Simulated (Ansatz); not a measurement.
# Fluorite SrF2

The numbers are results of LDA (PAW; Ansatz, a first-principles code), not measurements.

Numerical settings: plane-wave cutoff 520 eV, 10×10×10 k mesh, Fermi–Dirac smearing 0.01 eV, scalar-relativistic PAW data made under PBE.

Cell (relaxed at this level):

Space group Fm-3m (No. 225); a = 5.663 Å, b = 5.663 Å, c = 5.663 Å, α = 90.00°, β = 90.00°, γ = 90.00°

```json
[
 {"atom": "Sr", "site": "4a", "symmetry": "m-3m", "x": "0.0000", "y": "0.0000", "z": "0.0000"},
 {"atom": "F", "site": "8c", "symmetry": "-43m", "x": "0.2500", "y": "0.2500", "z": "0.2500"}
]
```
(The calculation used a cell of 3 atoms; values per cell refer to that cell.)

- bulk modulus = 85.4 GPa
- band gap = 6.96 eV
- smallest direct gap on the k points sampled = 7.05 eV
- pressure derivative B′ of the bulk modulus = 4.7

Measured, for comparison: band gap 11.1 eV (temperature not stated, no zero-point or thermal correction; as tabulated in Aguado et al. (1999), arXiv:cond-mat/9901145); bulk modulus 69 GPa (temperature not stated, no zero-point or thermal correction; as tabulated in On the Morphology of Group II Metal Fluoride Nanocrystals at Finite Temperature …). Computed (rounded) less measured: bulk modulus +24 %.

Spin–orbit coupling is not included.

Computed values are for the static lattice.

It cost around 24 core-seconds (rough) of CPU time.
